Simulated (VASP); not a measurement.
Wanted: the native input for a VASP 6.6.1 run.

```yaml
Task: relaxation of cell and atoms
Functional: r2SCAN
Potentials_or_basis: VASP PAW PBE potentials, release 64 (Ta_pv)
Cutoff: 520 eV
k_mesh: 18 × 18 × 18
Occupations: gaussian, width 0.1 eV
Spin: no spin polarisation
Further_INCAR_settings: ALGO = Normal; EDIFF = 1e-07; IBRION = 2; EDIFFG = -0.002; NSW = 80; ISIF = 3
```

The structure of Ta lies in POSCAR:

```
Ta                                      
1.0
   -1.6539774490      1.6539774490      1.6539774490
    1.6539774490     -1.6539774490      1.6539774490
    1.6539774490      1.6539774490     -1.6539774490
  Ta            
     1
Direct
     0.0000000000000000    0.0000000000000000    0.0000000000000000
```

One way to write it, as run:

INCAR

```
SYSTEM = Ta
PREC     = Accurate       ! precision mode
ENCUT    = 520            ! plane-wave cutoff, eV
EDIFF    = 1E-7           ! SCF threshold, eV
ISMEAR   = 0              ! smearing method
SIGMA    = 0.1            ! smearing width, eV
LREAL    = .False.        ! projectors in reciprocal space
LASPH    = .True.         ! aspherical terms in the spheres
NELM     = 60             ! most SCF steps
ALGO     = Normal         ! electronic algorithm
ISIF     = 3              ! what is computed and relaxed
LWAVE    = .False.        ! write WAVECAR
LCHARG   = .False.        ! write CHGCAR
METAGGA  = R2SCAN         ! meta-GGA
LMIXTAU  = .True.       
IBRION   = 2              ! ionic algorithm
NSW      = 80             ! ionic steps
EDIFFG   = -0.002         ! ionic threshold
```

KPOINTS

```
regular mesh
0
Gamma
  18 18 18
  0 0 0
```

Potentials or basis: VASP PAW PBE potentials, release 64 (Ta_pv).

Launch:

```bash
$ cat potpaw_PBE.64/Ta_pv/POTCAR > POTCAR
$ mpirun -np 1 vasp_std > vasp.out
```

It gave:

```json
{
 "Pressure after relaxing": "0.0 GPa",
 "Band gap on the k mesh": "none (metal or under the smearing width)"
}
```

Caveat: the relaxation stopped at its first step, so nothing moved; the PAW data sets were made with another functional, which shifts forces and pressure a little.

Run time: 54 s on 1 thread of Intel(R) Xeon(R) 6975P-C (Granite Rapids), with other jobs on the host, peak memory 0.17 GiB.
